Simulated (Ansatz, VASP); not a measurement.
**K in VASP and in Ansatz**

```xyz
1
Lattice="-2.6291 2.6676 2.6001 2.7187 -2.7445 2.7665 2.6601 2.7755 -2.6769" Properties=species:S:1:pos:R:3 pbc="T T T"
K     0.0063    0.0330   -0.0519
```

Change from the starting cell: cell strained at random at fixed volume.

Alike in both runs: task single point; functional PBE; k mesh 7 × 7 × 7; occupations fermi-dirac, width 0.05 eV; no spin polarisation.

|  | VASP | Ansatz |
| --- | --- | --- |
| version | VASP 6.6.1 | Ansatz 0.2.0 |
| potentials or method | VASP PAW PBE potentials, release 64 (K_sv) | Ansatz PAW |
| plane-wave cutoff (eV) | 520 | 420 |
| valence electrons in the cell | 9 | 9 |

|  | VASP | Ansatz | Ansatz less VASP |
| --- | --- | --- | --- |
| gap on the k mesh at the Fermi level (eV) | none | none | - |
| pressure (GPa) | -0.2 | -0.2 | +0.01 |
| largest component of the traceless stress (GPa) | 0.09 | 0.09 | 0.000 |

A gap of «none» marks a metal or a gap that the smearing closes. The functional is the same, so the differences come from potentials, cutoffs and numerics.
